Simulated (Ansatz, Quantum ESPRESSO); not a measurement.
# Au and spin-orbit coupling, program beside program

The structure is cubic, space group Fm-3m (No. 225). The conventional cell has a = 4.070 Å, b = 4.070 Å, c = 4.070 Å, α = 90.00°, β = 90.00°, γ = 90.00°. Around Au (site symmetry m-3m) lie 12 Au at 2.88 Å.

Kept alike: task band structure; functional PBEsol; k mesh 11 × 11 × 11; occupations fermi-dirac, width 0.05 eV. The mesh is that of the run's cell of 1 atom.

- A: Ansatz, Ansatz PAW, made for PBE, cutoff 420 eV
- B: Quantum ESPRESSO; PseudoDojo 0.4.1 SR PBEsol standard (False); PseudoDojo 0.4 FR PBEsol standard (True), cutoff 1034 eV

| spin-orbit coupling | A: pressure (GPa) | B: pressure (GPa) |
| --- | --- | --- |
| off | 1.68 | 1.26 |
| on | 0.18 | 0.29 |

Pressure is positive in compression; plane-wave values hold the error of the finite cutoff, which Ansatz corrects. Values on potentials made for another functional: all of A. For a metal such a mesh leaves the last digits unconverged.

**Question.** How large is the effect of spin-orbit coupling, and do the programs agree on it?

**Answer.** From off to on the pressure moves by -1.50 in A, -0.97 in B (GPa). Row by row the programs differ by 0.11 to 0.42, and the shifts point the same way but differ by 35 % of the larger.
